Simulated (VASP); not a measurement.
# CdTe (F-43m) in VASP: settings compared

Aim: see how the results for CdTe move with the level of theory and the settings. Levels: PBE, r2SCAN. Tasks: single point.

All numbers are computed with VASP 6.6.1; they aren't measurements. Logs are shortened: lines on timing, memory, paths and dates and some standing lists are left out, and cuts for length are marked.

**What was measured.**

From a printed reference work, data compilation, for a bulk crystal of CdTe at 0 K: band gap 1.607 eV.

The results are compared with them further down.

### Step 1. The cell of the first run

It takes space group F-43m (No. 216, cubic). The conventional cell has a = 6.618 Å, b = 6.618 Å, c = 6.618 Å, α = 90.00°, β = 90.00°, γ = 90.00°. Cd (site symmetry -43m) has 4 Te at 2.87 Å within 3.8 Å. Within 3.8 Å of Te (site symmetry -43m) lie 4 Cd at 2.87 Å.

### Step 2. Single point, PBE

Input file INCAR:

```
PREC = Accurate
ENCUT = 520
EDIFF = 1E-7
ISMEAR = -1
SIGMA = 0.02
LREAL = F
LASPH = T
NELM = 100
ALGO = Normal
ISIF = 2
LWAVE = F
LCHARG = F
GGA = PE
NBANDS = 16
```

Input file KPOINTS:

```
regular mesh
0
Gamma
  6 6 6
```

Input file POSCAR:

```
CdTe
1.0
    0.0000000000      3.3090599748      3.3090599748
    3.3090599748      0.0000000000      3.3090599748
    3.3090599748      3.3090599748      0.0000000000
Cd Te
1 1
Direct
    0.0000000000      0.0000000000      0.0000000000
    0.2500000000      0.2500000000      0.2500000000
```

Potentials or basis: VASP PAW PBE potentials, release 64 (Cd, Te).

On the command line:

```bash
cat potpaw_PBE.64/Cd/POTCAR potpaw_PBE.64/Te/POTCAR > POTCAR
mpirun -np 1 vasp_std > vasp.out
```

OUTCAR:

```text
PREC = Accurate
   ENCUT = 520
   EDIFF = 1E-7
   ISMEAR = -1
   LREAL = F
   LASPH = T
   NELM = 100
   ISIF = 2
   GGA = PE

 ion  position               nearest neighbor table
   1  0.000  0.000  0.000-   2 2.87   2 2.87   2 2.87   2 2.87
   2  0.250  0.250  0.250-   1 2.87   1 2.87   1 2.87   1 2.87

  LATTYP: Found a face centered cubic cell.
 ALAT       =     6.6181199496

  Lattice vectors:

 A1 = (   0.0000000000,   3.3090599748,   3.3090599748)
 A2 = (   3.3090599748,   0.0000000000,   3.3090599748)
 A3 = (   3.3090599748,   3.3090599748,   0.0000000000)

Analysis of symmetry for initial positions (statically):
=====================================================================
 Subroutine PRICEL returns:
 Original cell was already a primitive cell.

 Routine SETGRP: Setting up the symmetry group for a
 face centered cubic supercell.

 Subroutine GETGRP returns: Found 24 space group operations
 (whereof 24 operations were pure point group operations)
 out of a pool of 48 trial point group operations.

The static configuration has the point symmetry T_d .

Analysis of symmetry for dynamics (positions and initial velocities):
=====================================================================
 Subroutine PRICEL returns:
 Original cell was already a primitive cell.

 Routine SETGRP: Setting up the symmetry group for a
 face centered cubic supercell.

 Subroutine GETGRP returns: Found 24 space group operations
 (whereof 24 operations were pure point group operations)
 out of a pool of 48 trial point group operations.

The dynamic configuration has the point symmetry T_d .

 Subroutine INISYM returns: Found 24 space group operations
 (whereof 24 operations are pure point group operations),
 and found     1 'primitive' translations

----------------------------------------------------------------------------------------

                                     Primitive cell

  volume of cell :      72.4676

  direct lattice vectors                    reciprocal lattice vectors
     0.000000000  3.309059975  3.309059975    -0.151100314  0.151100314  0.151100314
     3.309059975  0.000000000  3.309059975     0.151100314 -0.151100314  0.151100314
     3.309059975  3.309059975  0.000000000     0.151100314  0.151100314 -0.151100314

  length of vectors
[... 67 lines left out ...]
   ISPIN  =      1    spin polarized calculation?
   LNONCOLLINEAR =      F non collinear calculations
   LSORBIT =      F    spin-orbit coupling
   LASPH  =      T    aspherical Exc in radial PAW
   ENCUT  =  520.0 eV  38.22 Ry    6.18 a.u.   8.70  8.70  8.70*2*pi/ulx,y,z
   NELM   =    100;   NELMIN=  2; NELMDL= -5     # of ELM steps
   EDIFF  = 0.1E-06   stopping-criterion for ELM
   LREAL  =      F    real-space projection
   EDIFFG = 0.1E-05   stopping-criterion for IOM
   NSW    =      0    number of steps for IOM
   IBRION =     -1    ionic relax: 0-MD 1-quasi-New 2-CG
   NFREE  =      0    steps in history (QN), initial steepest desc. (CG)
   ISIF   =      2    stress and relaxation
   ISYM   =      2    0-nonsym 1-usesym 2-fastsym
   POTIM  = 0.5000    time-step for ionic-motion
   TEBEG  =    0.0;   TEEND  =   0.0 temperature during run
   PSTRESS=    0.0 pullay stress
   NELECT =      18.0000    total number of electrons
   NUPDOWN=      -1.0000    fix difference up-down
   EMIN   =  10.00;   EMAX   =-10.00  energy-range for DOS
   EFERMI =   0.00;   METHOD = LEGACY
   ISMEAR =    -1;   SIGMA  =   0.02  broadening in eV -4-tet -1-fermi 0-gaus
   EFERMI_NEDOS =   21; number of points for ismear=-14 and -15
   IALGO  =     38    algorithm
   IMIX   =      4    mixing-type and parameters
     AMIX     =   0.40;   BMIX     =  1.00
     AMIX_MAG =   1.60;   BMIX_MAG =  1.00
  volume/ion in A,a.u.               =      36.23       244.52
  Fermi-wavevector in a.u.,A,eV,Ry     =   1.029084  1.944688 14.408772  1.059015
  Thomas-Fermi vector in A             =   2.163114
   LORBIT       =      0    0 simple, 1 ext, 2 COOP (PROOUT), +10 PAW based schemes
   GGA     = PE    functional components
   LHFCALC =     F    Hartree Fock is set to
   AEXX    =    0.0000 exact exchange contribution
   IVDW    =     0    specifies the selected vdW correction
   LEPSILON=     F    determine dielectric tensor
   LRPA    =     F    only Hartree local field effects (RPA)
 non-spin polarized calculation
  energy-cutoff  :      520.00
  volume of cell :       72.47
 maximum number of plane-waves:      1965
   NGX = 17   NGY = 17   NGZ = 17

 number of electron      18.0000006 magnetization

 Free energy of the ion-electron system (eV)
  ---------------------------------------------------
  ext. energy  EPLUGINS =         0.00000000
  ---------------------------------------------------
  free energy    TOTEN  =        -4.80704541 eV

  energy without entropy =       -4.80704541  energy(sigma->0) =       -4.80704541

 E-fermi :   2.1026     XC(G=0):  -8.3073

 val. band max:        1.8011715930   @ k =   0.0000   0.0000   0.0000
 cond. band min:       2.3820292907   @ k =   0.0000   0.0000   0.0000
 fundamental gap:      0.5808576977
 Fermi energy:         2.1025800443

 k-point     1 :       0.0000    0.0000    0.0000
  band No.  band energies     occupation
      1      -9.0321      2.00000
      2      -6.2933      2.00000
      3      -6.2933      2.00000
      4      -6.2933      2.00000
      5      -6.0769      2.00000
      6      -6.0769      2.00000
[... 281 lines left out ...]
      3      -6.1820      2.00000
      4      -6.1149      2.00000
      5      -6.0654      2.00000
      6      -5.6047      2.00000
[... 8 lines left out ...]
     15      12.6098      0.00000
     16      12.9479      0.00000

------------------------ aborting loop because EDIFF is reached ----------------------------------------

  FORCE on cell =-STRESS in cart. coord.  units (eV):
  Direction    XX          YY          ZZ          XY          YZ          ZX
  --------------------------------------------------------------------------------------
  -------------------------------------------------------------------------------------
  Total        0.0524070      0.0524070      0.0524070      0.0000000      0.0000000     -0.0000000
  in kB        1.1586594      1.1586594      1.1586594      0.0000000      0.0000000     -0.0000000
  external PRESSURE =       1.1586594 kB  Pullay stress =       0.0000000 kB

 VOLUME and BASIS-vectors are now :
 -----------------------------------------------------------------------------
  energy-cutoff  :      520.00
  volume of cell :       72.47
      direct lattice vectors                 reciprocal lattice vectors
     0.000000000  3.309059975  3.309059975    -0.151100314  0.151100314  0.151100314
     3.309059975  0.000000000  3.309059975     0.151100314 -0.151100314  0.151100314
     3.309059975  3.309059975  0.000000000     0.151100314  0.151100314 -0.151100314

 POSITION                                       TOTAL-FORCE (eV/Angst)
 -----------------------------------------------------------------------------------
      0.00000      0.00000      0.00000         0.000000      0.000000      0.000000
      1.65453      1.65453      1.65453        -0.000000     -0.000000     -0.000000
 -----------------------------------------------------------------------------------
    total drift:                               -0.000000     -0.000000     -0.000001

  FREE ENERGIE OF THE ION-ELECTRON SYSTEM (eV)
  ---------------------------------------------------
  free  energy   TOTEN  =        -4.8070454128 eV

  energy  without entropy=       -4.8070454079  energy(sigma->0) =       -4.80704541
```

stdout:

```text
POSCAR found type information on POSCAR CdTe
 POSCAR found :  2 types and       2 ions
 scaLAPACK will be used
 LDA part: xc-table for (Slater+PW92), standard interpolation
 POSCAR, INCAR and KPOINTS ok, starting setup
 FFT: planning ... GRIDC
 FFT: planning ... GRID_SOFT
 FFT: planning ... GRID
 WAVECAR not read
 entering main loop
```

Wall time 17 s (1 thread of Intel Xeon 6455B, shared host); peak memory 0.21 GiB.

Results:

```yaml
Free_energy: -4.8070 eV
Pressure: 0.1 GPa
Band_gap_on_the_k_mesh: 0.58 eV, direct
```

Caveat: spin-orbit coupling is left out, which moves the levels of the heavy elements.

### Step 3. Single point, r2SCAN

This run uses another cell than the first one, of 35.28 Å³/atom, 0.974 times its volume.

Input file POSCAR:

```
CdTe
1.0
    0.0000000000      3.2799012126      3.2799012126
    3.2799012126      0.0000000000      3.2799012126
    3.2799012126      3.2799012126      0.0000000000
Cd Te
1 1
Direct
    0.0000000000      0.0000000000      0.0000000000
    0.2500000000      0.2500000000      0.2500000000
```

Input file INCAR.step1:

```
PREC = Accurate
ENCUT = 520
ISMEAR = -1
SIGMA = 0.02
LREAL = False
LASPH = True
NELM = 80
NBANDS = 16
GGA = PE
ALGO = Normal
EDIFF = 1E-4
LWAVE = True
LCHARG = False
```

Input file INCAR.step2:

```
PREC = Accurate
ENCUT = 520
EDIFF = 1E-6
ISMEAR = -1
SIGMA = 0.02
LREAL = False
LASPH = True
NELM = 80
ALGO = Normal
ISIF = 2
LWAVE = False
LCHARG = False
METAGGA = R2SCAN
LMIXTAU = True
NBANDS = 16
ISTART = 1
```

Input file KPOINTS:

```
Automatic mesh
0
Gamma
  6 6 6
```

Potentials or basis: VASP PAW PBE potentials, release 64 (Cd, Te).

On the command line:

```bash
cat potpaw_PBE.64/Cd/POTCAR potpaw_PBE.64/Te/POTCAR > POTCAR
cp INCAR.step1 INCAR
mpirun -np 1 vasp_std > vasp.out
cp INCAR.step2 INCAR
mpirun -np 1 vasp_std > vasp.out
```

Wall time 53 s (1 thread of Intel Xeon 6455B, shared host); peak memory 0.22 GiB.

The run converged. Its results:

```yaml
Free_energy: -46.6414 eV
Pressure: 0.1 GPa
Band_gap_on_the_k_mesh: 1.15 eV, direct
```

Levels at points of the mesh, in eV from the valence-band top:
```tsv
k point	band 6	band 7	band 8	band 9	band 10	band 11	band 12	band 13
(0.00, 0.00, 0.00)	-8.19	0.00	0.00	0.00	1.15	5.05	5.05	5.05
(0.50, 0.00, 0.00)	-7.84	-4.29	-0.74	-0.74	2.19	5.60	5.60	7.38
(0.50, 0.50, 0.00)	-7.70	-4.17	-1.79	-1.79	2.95	2.99	9.25	9.63
```

Caveat: the PAW data sets were made with another functional, which shifts forces and pressure a little; spin-orbit coupling is left out, which moves the levels of the heavy elements.

### Step 4. Single point, r2SCAN

This run uses another cell than the first one, of 35.28 Å³/atom, 0.974 times its volume.

POSCAR is that of step 3.

Input file INCAR.step1:

```
PREC = Accurate
ENCUT = 520
ISMEAR = 0
SIGMA = 0.01
LREAL = F
LASPH = T
NELM = 60
NBANDS = 16
GGA = PE
ALGO = Normal
EDIFF = 1E-4
LWAVE = T
LCHARG = F
```

Input file INCAR.step2:

```
PREC = Accurate
ENCUT = 520
EDIFF = 1E-6
ISMEAR = 0
SIGMA = 0.01
LREAL = F
LASPH = T
NELM = 60
ALGO = Normal
ISIF = 2
LWAVE = F
LCHARG = F
METAGGA = R2SCAN
LMIXTAU = T
NBANDS = 16
ISTART = 1
```

KPOINTS is that of step 3.

Potentials or basis: VASP PAW PBE potentials, release 64 (Cd, Te).

On the command line:

```bash
cat potpaw_PBE.64/Cd/POTCAR potpaw_PBE.64/Te/POTCAR > POTCAR
cp INCAR.step1 INCAR
mpirun -np 1 vasp_std > vasp.out
cp INCAR.step2 INCAR
mpirun -np 1 vasp_std > vasp.out
```

OUTCAR:

```text
PREC = Accurate
   ENCUT = 520
   EDIFF = 1E-6
   ISMEAR = 0
   LREAL = F
   LASPH = T
   NELM = 60
   ISIF = 2
   METAGGA = R2SCAN
   ISTART = 1

 ion  position               nearest neighbor table
   1  0.000  0.000  0.000-   2 2.84   2 2.84   2 2.84   2 2.84
   2  0.250  0.250  0.250-   1 2.84   1 2.84   1 2.84   1 2.84

  LATTYP: Found a face centered cubic cell.
 ALAT       =     6.5598024252

  Lattice vectors:

 A1 = (   0.0000000000,   3.2799012126,   3.2799012126)
 A2 = (   3.2799012126,   0.0000000000,   3.2799012126)
 A3 = (   3.2799012126,   3.2799012126,   0.0000000000)

Analysis of symmetry for initial positions (statically):
=====================================================================
 Subroutine PRICEL returns:
 Original cell was already a primitive cell.

 Routine SETGRP: Setting up the symmetry group for a
 face centered cubic supercell.

 Subroutine GETGRP returns: Found 24 space group operations
 (whereof 24 operations were pure point group operations)
 out of a pool of 48 trial point group operations.
[... 151 lines left out ...]
  free energy    TOTEN  =       -46.64138444 eV

  energy without entropy =      -46.64138444  energy(sigma->0) =      -46.64138444

 E-fermi :   1.8631     XC(G=0):  -8.9356

 val. band max:        1.7778357262   @ k =   0.0000   0.0000   0.0000
 cond. band min:       2.9317080246   @ k =   0.0000   0.0000   0.0000
 fundamental gap:      1.1538722984
 Fermi energy:         1.8630500478

 k-point     1 :       0.0000    0.0000    0.0000
  band No.  band energies     occupation
      1      -9.5401      2.00000
      2      -6.6686      2.00000
      3      -6.6686      2.00000
      4      -6.6686      2.00000
      5      -6.4121      2.00000
      6      -6.4121      2.00000
[... 281 lines left out ...]
      3      -6.5388      2.00000
      4      -6.4566      2.00000
      5      -6.3992      2.00000
      6      -5.8718      2.00000
[... 8 lines left out ...]
     15      13.2654      0.00000
     16      13.6675      0.00000

------------------------ aborting loop because EDIFF is reached ----------------------------------------

  FORCE on cell =-STRESS in cart. coord.  units (eV):
  Direction    XX          YY          ZZ          XY          YZ          ZX
  --------------------------------------------------------------------------------------
  -------------------------------------------------------------------------------------
  Total        0.0372337      0.0372337      0.0372337     -0.0000000      0.0000000     -0.0000000
  in kB        0.8453450      0.8453450      0.8453450     -0.0000000      0.0000000     -0.0000000
  external PRESSURE =       0.8453450 kB  Pullay stress =       0.0000000 kB

 VOLUME and BASIS-vectors are now :
 -----------------------------------------------------------------------------
  energy-cutoff  :      520.00
  volume of cell :       70.57
      direct lattice vectors                 reciprocal lattice vectors
     0.000000000  3.279901213  3.279901213    -0.152443616  0.152443616  0.152443616
     3.279901213  0.000000000  3.279901213     0.152443616 -0.152443616  0.152443616
     3.279901213  3.279901213  0.000000000     0.152443616  0.152443616 -0.152443616

 POSITION                                       TOTAL-FORCE (eV/Angst)
 -----------------------------------------------------------------------------------
      0.00000      0.00000      0.00000         0.000000      0.000000      0.000000
      1.63995      1.63995      1.63995        -0.000000     -0.000000     -0.000000
 -----------------------------------------------------------------------------------
    total drift:                               -0.000001     -0.000001     -0.000001

  FREE ENERGIE OF THE ION-ELECTRON SYSTEM (eV)
  ---------------------------------------------------
  free  energy   TOTEN  =       -46.6413844448 eV

  energy  without entropy=      -46.6413844448  energy(sigma->0) =      -46.64138444
```

OUTCAR.step1:

```text
PREC = Accurate
   ENCUT = 520
   ISMEAR = 0
   LREAL = F
   LASPH = T
[... 514 lines left out ...]
 -----------------------------------------------------------------------------------
      0.00000      0.00000      0.00000        -0.000000     -0.000000     -0.000000
      1.63995      1.63995      1.63995         0.000000      0.000000      0.000000
 -----------------------------------------------------------------------------------
    total drift:                               -0.000000     -0.000000     -0.000000

  FREE ENERGIE OF THE ION-ELECTRON SYSTEM (eV)
  ---------------------------------------------------
  free  energy   TOTEN  =        -4.7997511792 eV

  energy  without entropy=       -4.7997511792  energy(sigma->0) =       -4.79975118
```

OSZICAR.step1:

```text
N       E                     dE             d eps       ncg     rms          rms(c)
DAV:   1     0.994035411504E+02    0.99404E+02   -0.83173E+03   520   0.972E+02
DAV:   2    -0.150833538420E+01   -0.10091E+03   -0.96261E+02   592   0.235E+02
DAV:   3    -0.500160217720E+01   -0.34933E+01   -0.34884E+01   640   0.459E+01
DAV:   4    -0.503324632055E+01   -0.31644E-01   -0.31643E-01   736   0.377E+00
DAV:   5    -0.503332033534E+01   -0.74015E-04   -0.74015E-04   672   0.178E-01    0.520E+00
DAV:   6    -0.481383320370E+01    0.21949E+00   -0.37351E-01   600   0.713E+00    0.431E+00
DAV:   7    -0.479837942707E+01    0.15454E-01   -0.10345E-01   568   0.207E+00    0.168E+00
DAV:   8    -0.479935179241E+01   -0.97237E-03   -0.10326E-02   576   0.114E+00    0.452E-01
DAV:   9    -0.479969159303E+01   -0.33980E-03   -0.94843E-04   592   0.314E-01    0.102E-01
DAV:  10    -0.479975117921E+01   -0.59586E-04   -0.10306E-04   504   0.996E-02
   1 F= -.47997512E+01 E0= -.47997512E+01  d E =-.297677E-26
```

Wall time 63 s (1 thread of Intel Xeon 6455B, shared host); peak memory 0.22 GiB.

What came out:

```yaml
Free_energy: -46.6414 eV
Pressure: 0.1 GPa
Band_gap_on_the_k_mesh: 1.15 eV, direct
```

Caveat: the PAW data sets were made with another functional, which shifts forces and pressure a little; spin-orbit coupling is left out, which moves the levels of the heavy elements.

### Step 5. Summary

```tsv
level	cell	smearing	gap on the mesh (eV)	pressure (GPa)
PBE	a = 4.680 Å, angles 60.0°, 2 atoms	fermi-dirac 0.02 eV	0.58	0.1
r2SCAN	a = 4.638 Å, angles 60.0°, 2 atoms	fermi-dirac 0.02 eV	1.15	0.1
r2SCAN	a = 4.638 Å, angles 60.0°, 2 atoms	gaussian 0.01 eV	1.15	0.1
```

Alike in all rows: task single point; potentials or basis VASP PAW PBE potentials, release 64 (Cd, Te); no spin polarisation; k mesh 6 × 6 × 6; cutoff (eV) 520.

Caveats: spin-orbit coupling is left out, which moves the levels of the heavy elements; the PAW data sets were made with another functional, which shifts forces and pressure a little (some runs).

Total energies depend on the potentials used, so only differences within one code and one set of settings carry meaning.

### Step 6. Against experiment

Step 2. A measured gap of CdTe is 1.607 eV (0 K; a printed reference work, data compilation); the calculated 0.58 eV misses it by -1.03 eV. So large a miss can be the level of theory's own, or it may mean another phase, state or a wrong row. Spin-orbit coupling on Cd, Te is left out. The value is that of PBE, without temperature or zero-point motion. Semilocal functionals fall short of measured gaps as a rule.

Step 3. A measured gap of CdTe is 1.607 eV (0 K; a printed reference work, data compilation); the calculated 1.15 eV misses it by -0.45 eV. Spin-orbit coupling on Cd, Te is left out. The value is that of r2SCAN, without temperature or zero-point motion.

Step 4. Measured gap of CdTe: 1.607 eV (0 K; a printed reference work, data compilation). This calculation gives 1.15 eV (-0.45 eV). Spin-orbit coupling on Cd, Te is left out. The value is that of r2SCAN, without temperature or zero-point motion.
